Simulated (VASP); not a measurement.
A run of VASP 6.6.1:

File INCAR:

```
ALGO     = Normal         # electronic algorithm
EDIFF    = 1E-7           # SCF threshold, eV
ENCUT    = 520            # plane-wave cutoff, eV
ISIF     = 2              # what is computed and relaxed
ISMEAR   = 0              # smearing method
LASPH    = True           # aspherical terms in the spheres
LCHARG   = False          # write CHGCAR
LMIXTAU  = True         
LREAL    = False          # projectors in reciprocal space
LWAVE    = False          # write WAVECAR
METAGGA  = R2SCAN         # meta-GGA
NBANDS   = 36             # bands
NELM     = 60             # most SCF steps
PREC     = Accurate       # precision mode
SIGMA    = 0.02           # smearing width, eV
```

File KPOINTS:

```
k-points
0
Gamma
  8 8 4
```

File POSCAR:

```
Ge
1.0
    3.9975858431      0.0000000000      0.0000000000
   -1.9987929216      3.4620108940      0.0000000000
    0.0000000000      0.0000000000      6.5993779500
Ge
4
Direct
    0.3333333333      0.6666666667      0.9370987500
    0.6666666667      0.3333333333      0.4370987500
    0.3333333333      0.6666666667      0.5629012500
    0.6666666667      0.3333333333      0.0629012500
```

File KPOINTS_OPT:

```
path GMKGALHA,LM,KH
10
line-mode
reciprocal
 0.0000000000  0.0000000000  0.0000000000  G
 0.5000000000  0.0000000000  0.0000000000  M

 0.5000000000  0.0000000000  0.0000000000  M
 0.3333333333  0.3333333333  0.0000000000  K

 0.3333333333  0.3333333333  0.0000000000  K
 0.0000000000  0.0000000000  0.0000000000  G

 0.0000000000  0.0000000000  0.0000000000  G
 0.0000000000  0.0000000000  0.5000000000  A

 0.0000000000  0.0000000000  0.5000000000  A
 0.5000000000  0.0000000000  0.5000000000  L

 0.5000000000  0.0000000000  0.5000000000  L
 0.3333333333  0.3333333333  0.5000000000  H

 0.3333333333  0.3333333333  0.5000000000  H
 0.0000000000  0.0000000000  0.5000000000  A

 0.5000000000  0.0000000000  0.5000000000  L
 0.5000000000  0.0000000000  0.0000000000  M

 0.3333333333  0.3333333333  0.0000000000  K
 0.3333333333  0.3333333333  0.5000000000  H
```

Potentials or basis: VASP PAW PBE potentials, release 64 (Ge_d).

Launch:

```sh
$ cat potpaw_PBE.64/Ge_d/POTCAR > POTCAR
$ mpirun -np 1 vasp_std > vasp.out
```

Hardware: 1 thread of Intel(R) Xeon(R) Platinum 8559C (Emerald Rapids), with other jobs on the host.

**Question.** Estimate the wall time of this run.

**Answer.** Wall time 12 min on 1 thread of Intel(R) Xeon(R) Platinum 8559C (Emerald Rapids), with other jobs on the host, peak memory 0.28 GiB. Counts: scf iterations 63, k points 30.
